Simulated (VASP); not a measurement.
# BN in VASP: further runs

The runs below take BN through relaxation of cell and atoms, with PBE+D3(BJ).

Everything below comes from runs of VASP 6.6.1. Logs are shortened: lines on timing, memory, paths and dates and some standing lists are left out, and cuts for length are marked.

## Step 1: Starting point

The cell holds a slab with vacuum, 2 atoms: a = 2.498 Å, b = 2.498 Å, c = 18.000 Å, α = 90.00°, β = 90.00°, γ = 120.00°.

## Step 2: Relaxation of cell and atoms, PBE+D3(BJ)

The input, INCAR:

```
SYSTEM = BN
PREC     = Accurate       ! precision mode
ENCUT    = 600            ! plane-wave cutoff, eV
EDIFF    = 1E-6           ! SCF threshold, eV
ISMEAR   = 0              ! smearing method
SIGMA    = 0.03           ! smearing width, eV
LREAL    = .False.        ! projectors in reciprocal space
LASPH    = .True.         ! aspherical terms in the spheres
NELM     = 80             ! most SCF steps
ALGO     = Normal         ! electronic algorithm
ISIF     = 3              ! what is computed and relaxed
LWAVE    = .False.        ! write WAVECAR
LCHARG   = .False.        ! write CHGCAR
GGA      = PE             ! functional
IVDW     = 12             ! dispersion correction
IBRION   = 2              ! ionic algorithm
NSW      = 90             ! ionic steps
EDIFFG   = -0.01          ! ionic threshold
LATTICE_CONSTRAINTS= .TRUE. .TRUE. .FALSE.
```

The input, KPOINTS:

```
regular mesh
0
Gamma
  15 15 1
  0 0 0
```

The input, POSCAR:

```
BN
1.0
    2.4982400000      0.0000000000      0.0000000000
   -1.2491200000      2.1635393000      0.0000000000
    0.0000000000      0.0000000000     18.0000000000
B N
1 1
Direct
    0.6666666700      0.3333333300      0.5000000000
    0.3333333300      0.6666666700      0.5000000000
```

Potentials or basis: VASP PAW PBE potentials, release 64 (B, N).

Run with:

```bash
$ cat potpaw_PBE.64/B/POTCAR potpaw_PBE.64/N/POTCAR > POTCAR
$ mpirun -np 1 vasp_std > vasp.out
```

OUTCAR:

```text
SYSTEM = BN
   PREC = Accurate
   ENCUT = 600
   EDIFF = 1E-6
   ISMEAR = 0
   LREAL = .False.
   LASPH = .True.
   NELM = 80
   ISIF = 3
   GGA = PE
   IVDW = 12
   IBRION = 2
   NSW = 90
   EDIFFG = -0.01
 IVDW          = 12

 ion  position               nearest neighbor table
   1  0.667  0.333  0.500-   2 1.44   2 1.44   2 1.44
   2  0.333  0.667  0.500-   1 1.44   1 1.44   1 1.44

  LATTYP: Found a hexagonal cell.
 ALAT       =     2.4982400000
 C/A-ratio  =     7.2050723709

  Lattice vectors:

 A1 = (   2.4982400000,   0.0000000000,   0.0000000000)
 A2 = (  -1.2491200000,   2.1635393000,   0.0000000000)
 A3 = (   0.0000000000,   0.0000000000,  18.0000000000)

Analysis of symmetry for initial positions (statically):
=====================================================================
 Subroutine PRICEL returns:
 Original cell was already a primitive cell.

 Routine SETGRP: Setting up the symmetry group for a
 hexagonal supercell.

 Subroutine GETGRP returns: Found 12 space group operations
 (whereof 12 operations were pure point group operations)
 out of a pool of 24 trial point group operations.

The static configuration has the point symmetry D_3h.

Analysis of symmetry for dynamics (positions and initial velocities):
=====================================================================
 Subroutine PRICEL returns:
 Original cell was already a primitive cell.

 Routine SETGRP: Setting up the symmetry group for a
 hexagonal supercell.

 Subroutine GETGRP returns: Found 12 space group operations
 (whereof 12 operations were pure point group operations)
 out of a pool of 24 trial point group operations.

The dynamic configuration has the point symmetry D_3h.

 Subroutine INISYM returns: Found 12 space group operations
 (whereof 12 operations are pure point group operations),
 and found     1 'primitive' translations

----------------------------------------------------------------------------------------

                                     Primitive cell

  volume of cell :      97.2907

  direct lattice vectors                    reciprocal lattice vectors
     2.498240000  0.000000000  0.000000000     0.400281798  0.231102805  0.000000000
    -1.249120000  2.163539300  0.000000000     0.000000000  0.462205609  0.000000000
     0.000000000  0.000000000 18.000000000     0.000000000  0.000000000  0.055555556

  length of vectors
     2.498240000  2.498239996 18.000000000     0.462205608  0.462205609  0.055555556

  position of ions in fractional coordinates (direct lattice)
     0.666666670  0.333333330  0.500000000
     0.333333330  0.666666670  0.500000000

  ion indices of the primitive-cell ions
   primitive index   ion index
                 1           1
                 2           2

----------------------------------------------------------------------------------------

 KPOINTS: regular mesh

Automatic generation of k-mesh.
 Grid dimensions read from file:
 generate k-points for:   15   15    1

 Generating k-lattice:

  Cartesian coordinates                     Fractional coordinates (reciprocal lattice)
     0.026685453  0.015406854  0.000000000     0.066666667 -0.000000000  0.000000000
     0.000000000  0.030813707  0.000000000     0.000000000  0.066666667  0.000000000
     0.000000000  0.000000000  0.055555556     0.000000000  0.000000000  1.000000000

  Length of vectors
     0.030813707  0.030813707  0.055555556

  Shift w.r.t. Gamma in fractional coordinates (k-lattice)
     0.000000000  0.000000000  0.000000000

 Subroutine IBZKPT returns following result:
 ===========================================

 Found     27 irreducible k-points:

 Following reciprocal coordinates:
            Coordinates               Weight
  0.000000  0.000000  0.000000      1.000000
  0.066667  0.000000  0.000000      6.000000
  0.133333  0.000000  0.000000      6.000000
  0.200000  0.000000  0.000000      6.000000
  0.266667  0.000000  0.000000      6.000000
  0.333333  0.000000  0.000000      6.000000
[... 16 lines left out ...]
  0.333333  0.200000  0.000000     12.000000
  0.400000  0.200000  0.000000      6.000000
 [... further k-points ...]
   k-points           NKPTS =     27   k-points in BZ     NKDIM =     27   number of bands    NBANDS=      8
   number of dos      NEDOS =    301   number of ions     NIONS =      2
   total plane-waves  NPLWV =  57600
   dimension x,y,z NGX =    20 NGY =   20 NGZ =  144
   dimension x,y,z NGXF=    40 NGYF=   40 NGZF=  288
   ions per type =               1   1
   NGX,Y,Z   is equivalent  to a cutoff of  13.31, 13.31, 13.30 a.u.
   NGXF,Y,Z  is equivalent  to a cutoff of  26.62, 26.62, 26.60 a.u.
 SYSTEM =  BN
   PREC   = accura    normal or accurate (medium, high low for compatibility)
   ISTART =      0    job   : 0-new  1-cont  2-samecut
   ICHARG =      2    charge: 1-file 2-atom 10-const
   ISPIN  =      1    spin polarized calculation?
   LNONCOLLINEAR =      F non collinear calculations
   LSORBIT =      F    spin-orbit coupling
   LASPH  =      T    aspherical Exc in radial PAW
   ENCUT  =  600.0 eV  44.10 Ry    6.64 a.u.   4.99  4.99 35.95*2*pi/ulx,y,z
   NELM   =     80;   NELMIN=  2; NELMDL= -5     # of ELM steps
   EDIFF  = 0.1E-05   stopping-criterion for ELM
   LREAL  =      F    real-space projection
   EDIFFG = -.1E-01   stopping-criterion for IOM
   NSW    =     90    number of steps for IOM
   IBRION =      2    ionic relax: 0-MD 1-quasi-New 2-CG
   NFREE  =      1    steps in history (QN), initial steepest desc. (CG)
   ISIF   =      3    stress and relaxation
   ISYM   =      2    0-nonsym 1-usesym 2-fastsym
   POTIM  = 0.5000    time-step for ionic-motion
   TEBEG  =    0.0;   TEEND  =   0.0 temperature during run
   PSTRESS=    0.0 pullay stress
   NELECT =       8.0000    total number of electrons
   NUPDOWN=      -1.0000    fix difference up-down
   EMIN   =  10.00;   EMAX   =-10.00  energy-range for DOS
   EFERMI =   0.00;   METHOD = LEGACY
   ISMEAR =     0;   SIGMA  =   0.03  broadening in eV -4-tet -1-fermi 0-gaus
   EFERMI_NEDOS =   21; number of points for ismear=-14 and -15
   IALGO  =     38    algorithm
   IMIX   =      4    mixing-type and parameters
     AMIX     =   0.40;   BMIX     =  1.00
     AMIX_MAG =   1.60;   BMIX_MAG =  1.00
  volume/ion in A,a.u.               =      48.65       328.28
  Fermi-wavevector in a.u.,A,eV,Ry     =   0.711892  1.345282  6.895307  0.506791
  Thomas-Fermi vector in A             =   1.799124
   LORBIT       =      0    0 simple, 1 ext, 2 COOP (PROOUT), +10 PAW based schemes
   GGA     = PE    functional components
   LHFCALC =     F    Hartree Fock is set to
   AEXX    =    0.0000 exact exchange contribution
   IVDW    =    12    specifies the selected vdW correction
   LEPSILON=     F    determine dielectric tensor
   LRPA    =     F    only Hartree local field effects (RPA)
 conjugate gradient relaxation of ions
 non-spin polarized calculation
 Gauss-broadening in eV      SIGMA  =   0.03
  energy-cutoff  :      600.00
  volume of cell :       97.29
 maximum number of plane-waves:      3293
 NGX is ok and might be reduce to    20
   NGX =  9   NGY =  9   NGZ = 71

--------------------------------------- Ionic step        1  -------------------------------------------

 number of electron       8.0000000 magnetization

 Free energy of the ion-electron system (eV)
  ---------------------------------------------------
  ext. energy  EPLUGINS =         0.00000000
  ---------------------------------------------------
  free energy    TOTEN  =       -17.59976826 eV

  energy without entropy =      -17.59976826  energy(sigma->0) =      -17.59976826

------------------------ aborting loop because EDIFF is reached ----------------------------------------

 Edisp (eV)   -0.15560

 E8    (eV) :    -0.0499

  FORCE on cell =-STRESS in cart. coord.  units (eV):
  Direction    XX          YY          ZZ          XY          YZ          ZX
  --------------------------------------------------------------------------------------
  -------------------------------------------------------------------------------------
  Total       0.51337     0.51337    -0.03200     0.00000     0.00000     0.00000
  in kB       8.45414     8.45414    -0.52700     0.00000     0.00000     0.00000
  external pressure =        5.46 kB  Pullay stress =        0.00 kB

 VOLUME and BASIS-vectors are now :
 -----------------------------------------------------------------------------
  energy-cutoff  :      600.00
  volume of cell :       97.29
      direct lattice vectors                 reciprocal lattice vectors
     2.498240000  0.000000000  0.000000000     0.400281798  0.231102805  0.000000000
    -1.249120000  2.163539300  0.000000000     0.000000000  0.462205609  0.000000000
     0.000000000  0.000000000 18.000000000     0.000000000  0.000000000  0.055555556
[... 41 lines left out ...]
 POSITION                                       TOTAL-FORCE (eV/Angst)
 -----------------------------------------------------------------------------------
      1.26459      0.73011      9.00000        -0.000000      0.000000      0.000000
     -0.00000      1.46022      9.00000         0.000000     -0.000000      0.000000
 -----------------------------------------------------------------------------------
    total drift:                                0.000009     -0.000005      0.000000

  FREE ENERGIE OF THE ION-ELECTRON SYSTEM (eV)
  ---------------------------------------------------
  free  energy   TOTEN  =       -17.7496110074 eV

  energy  without entropy=      -17.7496110074  energy(sigma->0) =      -17.74961101

--------------------------------------- Ionic step        3  -------------------------------------------

 number of electron       8.0000000 magnetization

 Free energy of the ion-electron system (eV)
  ---------------------------------------------------
  ext. energy  EPLUGINS =         0.00000000
  ---------------------------------------------------
  free energy    TOTEN  =       -17.60323661 eV

  energy without entropy =      -17.60323661  energy(sigma->0) =      -17.60323661

 E-fermi :  -4.1710     XC(G=0):  -2.3643

 val. band max:       -4.3213491561   @ k =   0.3333   0.3333   0.0000
 cond. band min:       0.3511176081   @ k =   0.3333   0.3333   0.0000
 fundamental gap:      4.6724667641
 Fermi energy:        -4.1709725565

 k-point     1 :       0.0000    0.0000    0.0000
  band No.  band energies     occupation
      1     -21.9593      2.00000
      2      -9.5417      2.00000
      3      -5.6691      2.00000
      4      -5.6691      2.00000
      5       0.3705      0.00000
      6       1.3117      0.00000
      7       1.6205      0.00000
      8       2.8321      0.00000

 k-point     2 :       0.0667    0.0000    0.0000
  band No.  band energies     occupation
      1     -21.8740      2.00000
      2      -9.4273      2.00000
      3      -6.0329      2.00000
      4      -5.8370      2.00000
      5       0.5181      0.00000
      6       1.4466      0.00000
      7       1.7628      0.00000
      8       2.9656      0.00000
[... 221 lines left out ...]
 k-point    23 :       0.3333    0.2000    0.0000
  band No.  band energies     occupation
      1     -18.7702      2.00000
      2     -12.4404      2.00000
      3     -10.1092      2.00000
      4      -5.0613      2.00000
      5       0.8866      0.00000
      6       6.8788      0.00000
      7       7.9025      0.00000
      8       8.4311      0.00000

 k-point    24 :       0.4000    0.2000    0.0000
  band No.  band energies     occupation
      1     -18.5608      2.00000
      2     -12.7360      2.00000
      3     -10.2369      2.00000
      4      -4.7227      2.00000
      5       0.4975      0.00000
      6       7.7746      0.00000
      7       8.6066      0.00000
      8       8.9647      0.00000

 [... further k-points ...]

------------------------ aborting loop because EDIFF is reached ----------------------------------------

 Edisp (eV)   -0.15427

 E8    (eV) :    -0.0495

  FORCE on cell =-STRESS in cart. coord.  units (eV):
  Direction    XX          YY          ZZ          XY          YZ          ZX
  --------------------------------------------------------------------------------------
  -------------------------------------------------------------------------------------
  Total      -0.00274    -0.00274    -0.03160     0.00000     0.00000     0.00000
  in kB      -0.04478    -0.04478    -0.51604     0.00000     0.00000     0.00000
  external pressure =       -0.20 kB  Pullay stress =        0.00 kB

 VOLUME and BASIS-vectors are now :
 -----------------------------------------------------------------------------
  energy-cutoff  :      600.00
  volume of cell :       98.11
      direct lattice vectors                 reciprocal lattice vectors
     2.508793497  0.000000000  0.000000000     0.398597972  0.230130647  0.000000000
    -1.254396749  2.172678897  0.000000000     0.000000000  0.460261294  0.000000000
     0.000000000  0.000000000 18.000000000     0.000000000  0.000000000  0.055555556

 POSITION                                       TOTAL-FORCE (eV/Angst)
 -----------------------------------------------------------------------------------
      1.25440      0.72423      9.00000        -0.000000      0.000000      0.000000
     -0.00000      1.44845      9.00000         0.000000      0.000000      0.000000
 -----------------------------------------------------------------------------------
    total drift:                                0.000008     -0.000005      0.000000

  FREE ENERGIE OF THE ION-ELECTRON SYSTEM (eV)
  ---------------------------------------------------
  free  energy   TOTEN  =       -17.7575052540 eV

  energy  without entropy=      -17.7575052540  energy(sigma->0) =      -17.75750525

 reached required accuracy - stopping structural energy minimisation
```

Wall time 63 s (1 thread of Intel Xeon Platinum 8488C (Sapphire Rapids), shared host); peak memory 0.24 GiB.

Results:

```yaml
Free_energy: -17.7575 eV
Relaxed_volume: 49.06 Å³/atom
Relaxed_cell: a = 2.509 Å, b = 2.509 Å, c = 18.000 Å, α = 90.00°, β = 90.00°, γ = 120.00°
Space_group_after_relaxing_to_0.05_Å: P-6m2 (No. 187)
Energy_gained_by_relaxing: 1.1 meV/atom
Ionic_steps: 3
Band_gap_on_the_k_mesh: 4.67 eV, direct
Dispersion_energy_per_atom: -0.077 eV
```

The path:
```csv
step,energy change (eV),largest force (eV/Å),pressure (GPa),volume (Å³)
1,0.0000,0.0000,0.55,97.29
2,0.0058,0.0000,-1.05,99.72
3,-0.0021,0.0000,-0.02,98.11
```

Final structure:
```
B N
1.0
     2.50879    0.00000    0.00000
    -1.25440    2.17268    0.00000
     0.00000    0.00000   18.00000
B N
1 1
Direct
  0.66667 0.33333 0.50000
  0.33333 0.66667 0.50000
```

Levels at points of the mesh, in eV from the valence-band top:
```tsv
k point	band 2	band 3	band 4	band 5	band 6	band 7
(0.00, 0.00, 0.00)	-5.22	-1.35	-1.35	4.69	5.63	5.94
```

## Step 3: Relaxation of cell and atoms, PBE+D3(BJ)

This run uses another cell than the first one, of 49.06 Å³/atom, 1.008 times its volume.

Changes to INCAR since step 2:

```diff
@@ -3,3 +3,3 @@
 ENCUT    = 600            ! plane-wave cutoff, eV
-EDIFF    = 1E-6           ! SCF threshold, eV
+EDIFF    = 1E-7           ! SCF threshold, eV
 ISMEAR   = 0              ! smearing method
@@ -17,3 +17,3 @@
 NSW      = 90             ! ionic steps
-EDIFFG   = -0.01          ! ionic threshold
+EDIFFG   = -0.005         ! ionic threshold
 LATTICE_CONSTRAINTS= .TRUE. .TRUE. .FALSE.
```

KPOINTS is that of step 2.

The input, POSCAR:

```
BN                                      
1.0
    2.5087934974      0.0000000000      0.0000000000
   -1.2543967487      2.1726788968      0.0000000000
    0.0000000000      0.0000000000     18.0000000000
  B               N             
     1     1
Direct
     0.6666666699999979    0.3333333300000021    0.5000000000000000
     0.3333333300000021    0.6666666699999979    0.5000000000000000
```

Potentials or basis: VASP PAW PBE potentials, release 64 (B, N).

Run with:

```bash
$ cat potpaw_PBE.64/B/POTCAR potpaw_PBE.64/N/POTCAR > POTCAR
$ mpirun -np 1 vasp_std > vasp.out
```

It took 39 s on 1 thread of Intel Xeon Platinum 8488C (Sapphire Rapids), shared host; peak memory 0.23 GiB.

Results (log left out):

```yaml
Free_energy: -17.7579 eV
Band_gap_on_the_k_mesh: 4.67 eV, direct
Dispersion_energy_per_atom: -0.077 eV
```

Final structure:
```cif
data_structure
_symmetry_space_group_name_H-M 'P 1'
_symmetry_Int_Tables_number 1
_cell_length_a 2.5088
_cell_length_b 2.5088
_cell_length_c 18.0000
_cell_angle_alpha 90.000
_cell_angle_beta 90.000
_cell_angle_gamma 120.000
_cell_volume 98.11
loop_
_atom_site_label
_atom_site_type_symbol
_atom_site_fract_x
_atom_site_fract_y
_atom_site_fract_z
_atom_site_occupancy
B1 B 0.66667 0.33333 0.50000 1
N1 N 0.33333 0.66667 0.50000 1
```

Levels at points of the mesh, in eV from the valence-band top:
```
           k point  band 1  band 2  band 3  band 4  band 5  band 6  band 7  band 8
(0.00, 0.00, 0.00)  -17.64   -5.22   -1.35   -1.35    4.69    5.62    6.04    7.22
```

Caveat: the relaxation stopped at its first step, so nothing moved. A hybrid or GW would open this gap; PBE tends to underestimate it.
